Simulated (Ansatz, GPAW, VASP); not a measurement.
**One calculation of BN, 3 ways**

```
N B
1.0
     0.00000    1.81300    1.81300
     1.81300    0.00000    1.81300
     1.81300    1.81300    0.00000
N B
1 1
Direct
  0.25000 0.25000 0.25000
  0.00000 0.00000 0.00000
```

The cell is a database's computed one, not the measured one.

Alike in all runs: task single point; functional PBE; k mesh 13 × 13 × 13; occupations gaussian, width 0.029 eV; no spin polarisation; no spin-orbit coupling. Pressure is positive in compression and, in plane waves, holds the error of the finite cutoff.

```csv
program and potentials,plane-wave cutoff (eV),notes,pressure (GPa)
"GPAW, GPAW PAW data sets (gpaw-data 1.2.1)",800,-,-1.60
"VASP, PBE PAW files B, N, 520 eV",520,-,-0.16
"Ansatz, all-electron LAPW, scalar-relativistic",-,-,-0.41
```

The pressure spans -1.60 (GPAW, GPAW PAW data sets (gpaw-data 1.2.1)) to -0.16 GPa (VASP, PBE PAW files B, N, 520 eV), with all-electron results at -0.41.

The functional is the same throughout but for its coding, so the spread measures potentials, basis and numerics; runs on potential files found faulty are left out.
